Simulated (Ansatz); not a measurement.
# AlN

Level of theory: DFT, PBE, scalar-relativistic, no spin polarisation; plane waves to 420 eV with PAW datasets (Ansatz 0.2.0), 14×14×14 k-mesh, Gaussian smearing of 0.05 eV; PAW files: Ansatz's generated set soft_2.

```yaml
crystal:
  lattice:
    - [0.00000, 2.03527, 2.03527]
    - [2.03527, 0.00000, 2.03527]
    - [2.03527, 2.03527, 0.00000]
  atoms:
    - { symbol: Al, position: [0.00000, 0.00000, 0.00000] }
    - { symbol: N, position: [0.50000, 0.50000, 0.50000] }
```

The chain of runs began from a cell as deposited in COD, expanded in volume.

The cell above was scaled in volume, its shape and atoms being fixed by the lattice's symmetry. Energies are counted from the cell above.

```tsv
V (Å³/atom)	ΔE (meV/atom)	P from the stress (GPa)
8.094	11.35	11.16
8.262	2.76	5.30
8.431	0.00	0.00
8.599	2.55	-4.79
8.768	9.94	-9.13
```

Q: Do the energies and the pressures agree? Compare −ΔE/ΔV between neighbouring points (1 meV/Å³ = 0.1602 GPa) with the mean of their pressures.

A: 
```tsv
interval (Å³/atom)	−ΔE/ΔV (GPa)	mean P (GPa)
8.09 to 8.26	8.2	8.2
8.26 to 8.43	2.6	2.7
8.43 to 8.60	-2.4	-2.4
8.60 to 8.77	-7.0	-7.0
```
They differ by 0.06 GPa at most.

Q: What do the two routes give for V0, B0 and B0′?

A: A third-order Birch–Murnaghan fit of the energies: V0 = 8.43 Å³/atom, B0 = 252 GPa, B0′ = 3.7. A polynomial of P in ln V, with B = −dP/d ln V at P = 0: V0 = 8.43 Å³/atom, B0 = 252 GPa, B0′ = 4.0.

B0·V0 = 252.0 GPa × 8.43 Å³ = 13.26 eV/atom sets the scale: near the minimum ΔE ≈ ½ B0 V0 x², with x = V/V0 − 1, and a pressure of 2.5 GPa squeezes the volume by about 1 %. At the ends of the curve: x = −4.0 % predicts 10.6 meV/atom and the run gives 11.3; x = +4.0 % predicts 10.6 meV/atom and the run gives 9.9. Compression costs more and expansion less than the parabola says, since the crystal stiffens as it shrinks; B0′ measures that.

